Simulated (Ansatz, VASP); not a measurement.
**Al2O3 in VASP and in Ansatz**

INCAR

```
SYSTEM = Al2O3
PREC = Accurate
ENCUT = 900
EDIFF = 1E-6
ISMEAR = -1
SIGMA = 0.05
LREAL = .False.
LASPH = .True.
NELM = 100
ALGO = Fast
ISIF = 2
LWAVE = .False.
LCHARG = .False.
GGA = PE
```

KPOINTS

```
regular mesh
0
Gamma
  8 8 3
  0 0 0
```

The input POSCAR:

```
Al2O3
1.0
    2.8843249483      0.0000000000      0.0000000000
   -1.4421624742      2.4978986780      0.0000000000
    0.0000000000      0.0000000000      9.3367544600
Al O
2 3
Direct
    0.0000000000      0.0000000000      0.8500076700
    0.0000000000      0.0000000000      0.1499923300
    0.3333333333      0.6666666667      0.7776830800
    0.6666666667      0.3333333333      0.0000000000
    0.3333333333      0.6666666667      0.2223169200
```

KPOINTS_OPT

```
path GMKGALHA,LM,KH
10
line-mode
reciprocal
 0.0000000000  0.0000000000  0.0000000000  G
 0.5000000000  0.0000000000  0.0000000000  M

 0.5000000000  0.0000000000  0.0000000000  M
 0.3333333333  0.3333333333  0.0000000000  K

 0.3333333333  0.3333333333  0.0000000000  K
 0.0000000000  0.0000000000  0.0000000000  G

 0.0000000000  0.0000000000  0.0000000000  G
 0.0000000000  0.0000000000  0.5000000000  A

 0.0000000000  0.0000000000  0.5000000000  A
 0.5000000000  0.0000000000  0.5000000000  L

 0.5000000000  0.0000000000  0.5000000000  L
 0.3333333333  0.3333333333  0.5000000000  H

 0.3333333333  0.3333333333  0.5000000000  H
 0.0000000000  0.0000000000  0.5000000000  A

 0.5000000000  0.0000000000  0.5000000000  L
 0.5000000000  0.0000000000  0.0000000000  M

 0.3333333333  0.3333333333  0.0000000000  K
 0.3333333333  0.3333333333  0.5000000000  H
```

File input.yaml:

```yaml
crystal:
  lattice:
    - [2.8843249483, 0.0, 0.0]
    - [-1.4421624742, 2.497898678, 0.0]
    - [0.0, 0.0, 9.33675446]
  atoms:
    - { symbol: Al, position: [0.0, 0.0, 0.85000767] }
    - { symbol: Al, position: [0.0, 0.0, 0.14999233] }
    - { symbol: O, position: [0.3333333333, 0.6666666667, 0.77768308] }
    - { symbol: O, position: [0.6666666667, 0.3333333333, 0.0] }
    - { symbol: O, position: [0.3333333333, 0.6666666667, 0.22231692] }
hamiltonian:
  xc: pbe
  pseudopotentials: { kind: paw }
kpoints:
  mp_grid: { grid: [8, 8, 3] }
  band_path:
    path:
      - [[0.0, 0.0, 0.0], [0.5, 0.0, 0.0], [0.3333333333, 0.3333333333, 0.0], [0.0, 0.0, 0.0], [0.0, 0.0, 0.5], [0.5, 0.0, 0.5], [0.3333333333, 0.3333333333, 0.5], [0.0, 0.0, 0.5]]
      - [[0.5, 0.0, 0.5], [0.5, 0.0, 0.0]]
      - [[0.3333333333, 0.3333333333, 0.0], [0.3333333333, 0.3333333333, 0.5]]
    npoints: 14
scf:
  occupations: { method: fermi_dirac, width: 0.05 }
  n_extra_bands: 12
output:
  forces: true
  stress: true
  eigenvalues: true
  fatbands: false
  write_density: true
  write_potential: true
  elf: true
  volumetric_format: npy
```

Measurements of this composition are mostly on another form, of space group No. 167.

Alike in both runs: task band structure; functional PBE; k mesh 8 × 8 × 3; occupations fermi-dirac, width 0.05 eV; no spin polarisation.

|  | VASP | Ansatz |
| --- | --- | --- |
| version | VASP 6.6.1 | Ansatz 0.2.0 |
| potentials or method | VASP PAW PBE potentials, release 64 (Al, O_h) | Ansatz PAW |
| plane-wave cutoff (eV) | 900 | 420 |
| valence electrons in the cell | 24 | 24 |

VASP gave:

* gap on the k mesh at the Fermi level (eV): 4.79
* least direct gap on the mesh (eV): 5.02
* gap along the band path (eV): 4.78
* rms of the force components (eV/Å): 0.017

Question: Which values does Ansatz return?

Answer: gap on the k mesh at the Fermi level (eV): 4.80; least direct gap on the mesh (eV): 5.03; gap along the band path (eV): 4.79; rms of the force components (eV/Å): 0.022.

Atom by atom the forces differ by 0.005 eV/Å (rms over components).
